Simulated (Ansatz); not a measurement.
ZnTe:
```yaml
crystal:
  lattice:
    - [0.00000, 3.05676, 3.05676]
    - [3.05676, 0.00000, 3.05676]
    - [3.05676, 3.05676, 0.00000]
  atoms:
    - { symbol: Te, position: [0.75000, 0.75000, 0.75000] }
    - { symbol: Zn, position: [0.00000, 0.00000, 0.00000] }
```

Relaxed with r²SCAN. Special points in fractions of this cell's reciprocal vectors: Γ (0.000, 0.000, 0.000); X (0.500, 0.000, 0.500); U (0.625, 0.250, 0.625); K (0.375, 0.375, 0.750); L (0.500, 0.500, 0.500); W (0.500, 0.250, 0.750).

List the band energies nearest the valence-band maximum at these points for DFT-r²SCAN in the program Ansatz with PAW potentials.

In eV from the valence-band maximum; about four levels below and three above (degenerate sets whole), none deeper than 8.9 eV; points with the same levels are listed once.

```
k                       below                  above
-  --------------------------  ---------------------
Γ  -6.82 -6.82 0.00 0.00 0.00    1.79 4.80 4.80 4.80
X     -6.60 -5.05 -2.21 -2.21  2.60 2.71 10.47 10.47
U     -6.56 -4.93 -3.12 -1.84         3.01 5.12 8.29
L     -6.67 -5.23 -0.91 -0.91         2.20 5.46 5.46
W     -6.53 -4.90 -2.87 -2.63         4.93 5.17 6.33
```

Space group F-43m (zinc blende). The cell was relaxed with r²SCAN under the symmetry of its start; of distortions, only those at the zone centre were tested. Spin–orbit coupling is left out wherever it is not named.

Potentials: the later of the program's two PAW sets.
